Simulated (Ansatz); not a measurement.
**WC: an elastic constant from a strain scan**

Computed with DFT PBE, scalar-relativistic, plane waves, PAW (Ansatz 0.2.0). The runs took a 420 eV cutoff, a Γ-centred 24×24×24 mesh and Gaussian smearing (0.15 eV). Spin–orbit coupling is left out, which can shift energies with elements as heavy as these. No spin polarisation. Energies are free energies at this smearing, counted from the undisturbed cell; pressure is positive in compression.

The starting cell (relaxed at this level; this rock-salt form isn't the usual structure):

```yaml
crystal:
  lattice:
    - [0.00000, 2.19001, 2.19001]
    - [2.19001, 0.00000, 2.19001]
    - [2.19001, 2.19001, 0.00000]
  atoms:
    - { symbol: W, position: [0.00000, 0.00000, 0.00000] }
    - { symbol: C, position: [0.50000, 0.50000, 0.50000] }
```

The cell is strained by ε times the Voigt pattern (0, 1, 0, 0, 0, 0) (xx, yy, zz, yz, xz, xy; engineering shear) with fractional coordinates fixed. The cell holds 2 atoms in V0 = 21.01 Å³. The stress column is τ = (1/V0) dE/dε, got from the stress tensor σ (compression positive) at each point as −det(1 + εP) σ : P(1 + εP)⁻¹, with P the pattern as a tensor.

```
      ε  ΔE (meV/atom)  τ (GPa)
-0.0600        112.293  -64.283
-0.0450         59.273  -44.063
-0.0300         24.690  -26.730
-0.0150          5.799  -12.139
 0.0000          0.000   -0.009
 0.0150          5.121   10.088
 0.0300         19.217   18.286
 0.0450         40.544   24.837
 0.0600              ?        ?
```

**Question.** Which combination of elastic constants does this scan measure, and how large is it?

**Answer.** For small ε, τ = τ0 + Kε with K = pᵀCp, which for this pattern is C11 in the cubic axes. The parabola through τ at ε = -0.0150, 0 and 0.0150 has slope K = 741 GPa at zero. The energies per cell, E = NΔE, of the same two points give K = 2[E(ε₊)/ε₊ − E(ε₋)/ε₋]/[(ε₊ − ε₋)V0] = 740 GPa, in agreement.

**Question.** Predict the withheld row at ε = 0.0600 from the harmonic law, and compare.

**Answer.** ΔE = V0(τ0 ε + Kε²/2)/N = 87.395 meV/atom and τ = 44.44 GPa. The calculation gives 67.615 meV/atom and 30.00 GPa: the energy lies 23 % below the harmonic value, as bonds soften when stretched.

In a metal these slopes depend on the k mesh and the smearing.

Cost: 9 runs of about 3.3 core-minutes in all, on Arm Neoverse V1 (shared hosts).